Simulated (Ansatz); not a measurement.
# Zr8N: the cost of one run

Program: Ansatz 0.2.0. Level of theory: DFT PBE+D3(BJ), scalar-relativistic, plane waves, PAW. These are calculated values, not measurements.

2 further runs of the same task are left out: 2 set aside as unsound or not needed. Runs told in other sessions of the task aren't counted.

## 1. Starting point

Symmetry: P6_3/mmc, No. 194, hexagonal system. The conventional cell has a = 3.183 Å, b = 3.183 Å, c = 5.115 Å, α = 90.00°, β = 90.00°, γ = 120.00°. Zr (site symmetry -6m2) has 12 Zr at 3.15 to 3.18 Å in its first shell of neighbours.

As a file:

```xyz
2
Lattice="3.1832 0.0000 0.0000 -1.5916 2.7567 0.0000 0.0000 0.0000 5.1151" Properties=species:S:1:pos:R:3 pbc="T T T"
Zr    0.0000    1.8378    1.2788
Zr    1.5916    0.9189    3.8364
```

It is the result of an earlier relaxation at this level (volume 22.44 Å³/atom; gap on the mesh: none (metal)).

## 2. Plan of the scan

Atoms count from 1 in the order of the input.

N2 is moved over the surface cell at a fixed height above a rigid substrate; the origin of the map has the adsorbate above Zr13; the height is held at 3.60 Å.

First coordinate, position of N17 along the first surface vector, from above Zr13: 6 values from 0.000 to 0.833, periodic. Second coordinate, position of N17 along the second surface vector, from above Zr13: 6 values from 0.000 to 0.833, periodic.

Nothing else is relaxed. Points are written as (first, second).

The two vectors of the plane (Å): (3.183, 0.000, 0.000); (-1.592, 2.757, 0.000).

## 3. Grid point (0/6, 0/6) of the map's two axes

A dipole layer in the vacuum cancels the field that periodic copies would set up if the slab's two faces differ.

File input.yaml:

```yaml
crystal:
  lattice:
    - [6.366424793, 0.0, 0.0]
    - [-3.1832123965, 5.513485602, 0.0]
    - [0.0, 0.0, 26.3387889958]
  atoms:
    - { symbol: Zr, position: [0.3333333333, 0.1666666667, 0.1518672708] }
    - { symbol: Zr, position: [0.3333333333, 0.6666666667, 0.1518672708] }
    - { symbol: Zr, position: [0.8333333333, 0.1666666667, 0.1518672708] }
    - { symbol: Zr, position: [0.8333333333, 0.6666666667, 0.1518672708] }
    - { symbol: Zr, position: [0.1666666667, 0.3333333333, 0.248970151] }
    - { symbol: Zr, position: [0.1666666667, 0.8333333333, 0.248970151] }
    - { symbol: Zr, position: [0.6666666667, 0.3333333333, 0.248970151] }
    - { symbol: Zr, position: [0.6666666667, 0.8333333333, 0.248970151] }
    - { symbol: Zr, position: [0.3333333333, 0.1666666667, 0.3487109194] }
    - { symbol: Zr, position: [0.3333333333, 0.6666666667, 0.3487109194] }
    - { symbol: Zr, position: [0.8333333333, 0.1666666667, 0.3487109194] }
    - { symbol: Zr, position: [0.8333333333, 0.6666666667, 0.3487109194] }
    - { symbol: Zr, position: [0.1666666667, 0.3333333333, 0.4418877799] }
    - { symbol: Zr, position: [0.1666666667, 0.8333333333, 0.4418877799] }
    - { symbol: Zr, position: [0.6666666667, 0.3333333333, 0.4418877799] }
    - { symbol: Zr, position: [0.6666666667, 0.8333333333, 0.4418877799] }
    - { symbol: "N", position: [0.1666666667, 0.3333333333, 0.5785683236] }
    - { symbol: "N", position: [0.1666666667, 0.3333333333, 0.6203318231] }
basis:
  ecutwfc: 420
kpoints:
  mp_grid: { grid: [6, 6, 1] }
hamiltonian:
  xc: pbe
  dispersion: d3bj
scf:
  occupations: { method: gaussian, width: 0.1 }
output:
  forces: true
  eigenvalues: true
  write_density: true
  write_potential: true
  elf: true
  volumetric_format: npy
efield:
  axis: 3
  dipole_correction: true
  ramp_width: 0.04
```

Launch:

```sh
> ansatz run input.yaml --threads 4 --pin off --max-ram 12288MiB --backend cpu --events-out ev --progress --plain --runs-dir out
```

**Question.** How long does this run take on 4 threads of Arm Neoverse N1, shared host, and how much memory does it need?

About 54 s, with a peak of 2.5 GiB.
